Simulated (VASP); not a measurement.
Te2Pt (Moncheite), 3 atoms in the cell. It takes space group P-3m1 (No. 164, trigonal). Conventional cell: a = 4.010 Å, b = 4.010 Å, c = 5.201 Å, α = 90.00°, β = 90.00°, γ = 120.00°. Around Pt (site symmetry -3m) lie 6 Te at 2.66 Å. Te (site symmetry 3m) has 3 Pt at 2.66 Å as nearest neighbours. 

* Program: VASP 6.6.1
* Task: single point
* Functional: PBEsol
* Potentials or basis: VASP PAW PBE potentials, release 64 (Pt, Te)
* Cutoff: 520 eV
* k mesh: 8 × 8 × 5
* Occupations: fermi-dirac, width 0.05 eV
* Spin: no spin polarisation
* Ladder: free
* Further INCAR settings: ALGO = Normal; EDIFF = 1e-07; NBANDS = 18

Potentials or basis: VASP PAW PBE potentials, release 64 (Pt, Te).

Launch:

```console
$ cat potpaw_PBE.64/Pt/POTCAR potpaw_PBE.64/Te/POTCAR > POTCAR
$ mpirun -np 1 vasp_std > vasp.out
```

Hardware: 1 thread of Intel(R) Xeon(R) Platinum 8488C (Sapphire Rapids) (shared host).

Problem. How long does it take, and how much memory?

Solution. Run time: 28 s on 1 thread of Intel(R) Xeon(R) Platinum 8488C (Sapphire Rapids) (shared host), peak memory 0.2 GiB. Counts: scf iterations 15, k points 40.
